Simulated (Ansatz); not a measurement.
# O: how the settings move a single-point run

How sensitive is a single-point run of O to its settings? A reference run comes first, then one run with altered input.

Method: reference: DFT, LDA, PAW with Ansatz's default frozen-core files, scalar-relativistic, in Ansatz 0.2.0.

### Step 1. Starting point

It takes space group Fmmm (No. 69, orthorhombic). Conventional cell: a = 3.023 Å, b = 3.805 Å, c = 7.849 Å, α = 90.00°, β = 90.00°, γ = 90.00°. O (site symmetry mm2) has 1 O at 1.24 Å as nearest neighbours.

Structure file:

```
CELL_PARAMETERS angstrom
0.00000 1.90240 3.92466
1.51172 0.00000 3.92466
1.51172 1.90240 0.00000
ATOMIC_POSITIONS crystal
O 0.42110 0.42110 0.57890
O 0.57890 0.57890 0.42110
```

### Step 2. Baseline

The input, input.yaml:

```yaml
crystal:
  lattice:
    - [0.0, 1.9024011595, 3.9246578651]
    - [1.5117188064, 0.0, 3.9246578651]
    - [1.5117188064, 1.9024011595, 0.0]
  atoms:
    - { symbol: O, position: [0.421098, 0.421098, 0.578902] }
    - { symbol: O, position: [0.578902, 0.578902, 0.421098] }
kpoints:
  mp_grid: { grid: [14, 14, 14] }
scf:
  occupations: { method: fermi_dirac, width: 0.08 }
hamiltonian:
  xc: lda
  pseudopotentials: { kind: paw }
output:
  forces: true
  stress: true
  eigenvalues: true
  efg: { contact_densities: true }
```

The run is started by

```bash
$ ansatz run input.yaml --threads 1 --pin off --max-ram 2048MiB --backend cpu --events-out ev --progress --plain --runs-dir out
```

### Step 3. Changed: lower_state_search standard

input.yaml: that of step 2 with these lines changed.

```diff
@@ -12,2 +12,3 @@
   occupations: { method: fermi_dirac, width: 0.08 }
+  lower_state_search: standard
 hamiltonian:
@@ -20 +21,5 @@
   efg: { contact_densities: true }
+  write_density: true
+  write_potential: true
+  elf: true
+  volumetric_format: npy
```

Q: Predict the outcome of this session. Wanted: for each run, ending; energy change; pressure; gap; force.

As calculated:

```tsv
run	ending	energy change	pressure (GPa)	gap (eV)	force (eV/Å)	cycles	time
reference	converged	0	-13.5	0.00	2.74	6	10 s
1: lower_state_search standard	converged	0.0 meV/atom	-13.5	0.00	2.74	6	13 s
```

Times don't compare one to one where runs were asked for different outputs or read a saved state (see the inputs); cycles may leave out searches for a lower state.

Residual by cycle in the longest SCF loop of each run; runs are numbered as in the table. The quantity is the density residual dr2, in eV.

```tsv
cycle	reference	run 1
1	0.0634	0.0634
2	0.0051	0.0051
3	3.3e-4	3.3e-4
4	1.4e-5	1.4e-5
5	6.3e-8	6.3e-8
6	3.6e-9	3.6e-9
```

What this shows: The changed input (search for lower states) leaves the energy the same to the digits printed. Semilocal functionals close small gaps, so the missing gap need not be the real solid's. The structure is not at rest: the sound run finds -14 GPa, so these are no properties of the relaxed crystal. 
